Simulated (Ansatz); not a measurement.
The system is NiSb (Breithauptite).

```xyz
4
Lattice="3.9280 0.0000 0.0000 -1.9640 3.4017 0.0000 0.0000 0.0000 5.1200" Properties=species:S:1:pos:R:3 pbc="T T T"
Sb    1.9640    1.1339    3.8400
Sb    0.0000    2.2678    1.2800
Ni    0.0000    0.0000    2.5600
Ni    0.0000    0.0000    0.0000
```

Base run:

```yaml
Program: Ansatz 0.2.0
Functional: PBE
Potentials_or_basis: Ansatz PAW
Cutoff: "420 eV (not typed: the program's choice for these potentials)"
k_mesh: 7 × 7 × 5
Occupations: fermi-dirac, width 0.05 eV
Spin: collinear spin, ferromagnetic start
Starting_moments: "[0.0, 0.0, 0.25, 0.25] μB"
Fixed_moment: 0.5 μB
```

Its results: pressure 4.2 GPa; site moments Sb +0.03; Ni +0.18 μB.

Problem. The run is repeated on the same cell with these changes: fixed moment from 0.5 μB to 4 μB; moments at the start from [0.0, 0.0, 0.25, 0.25] to [0.0, 0.0, 2.0, 2.0]. What comes out?

Solution. Pressure 16.8 GPa; site moments Sb +0.35; Ni +1.16 μB.

Caveats: the total moment is fixed, so each spin has its own Fermi level; the thresholds are loose for stress.
